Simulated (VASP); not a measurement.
## Te2Pt: band structure with PBE

Crystal: Te2Pt.

```
Te Pt
1.0
     4.02570    0.00000    0.00000
    -2.01285    3.48636    0.00000
     0.00000    0.00000    5.22350
Te Pt
2 1
Direct
  0.33333 0.66667 0.25000
  0.66667 0.33333 0.75000
  0.00000 0.00000 0.00000
```

- Program: VASP 6.6.1
- Task: band structure
- Functional: PBE
- Potentials or basis: VASP PAW PBE potentials, release 64 (Te, Pt)
- Cutoff: 520 eV
- k mesh: 9 × 9 × 6
- Occupations: gaussian, width 0.02 eV
- Spin: non-collinear spin, zero start, spin-orbit coupling
- Starting moments: [[0.0, 0.0, 0.0], [0.0, 0.0, 0.0], [0.0, 0.0, 0.0]] μB
- Further INCAR settings: ALGO = Normal; EDIFF = 1e-06

```json
{
  "Pressure": "6.9 GPa",
  "Largest force": "0.917 eV/Å",
  "Net moment": "0.00 μB per cell",
  "Valence electrons inside the program's atomic spheres": "Te 3.35; Pt 9.49"
}
```

Forces on the atoms (eV/Å):
```
Te   0.000  0.000  0.917
Te   0.000  0.000 -0.917
Pt   0.000  0.000  0.000
```

Stress tensor (GPa, compression positive):
```
7.30 0.00 0.00
0.00 7.30 0.00
0.00 0.00 6.23
```

Moments on the atoms (μB; x, y, z):
```
Te  0.00 0.00 0.00
Te  0.00 0.00 0.00
Pt  0.00 0.00 0.00
```

It took 20 min on 1 thread of AMD EPYC 7R43 64-Core Processor (Zen 3), with other jobs on the host, peak memory 0.44 GiB.
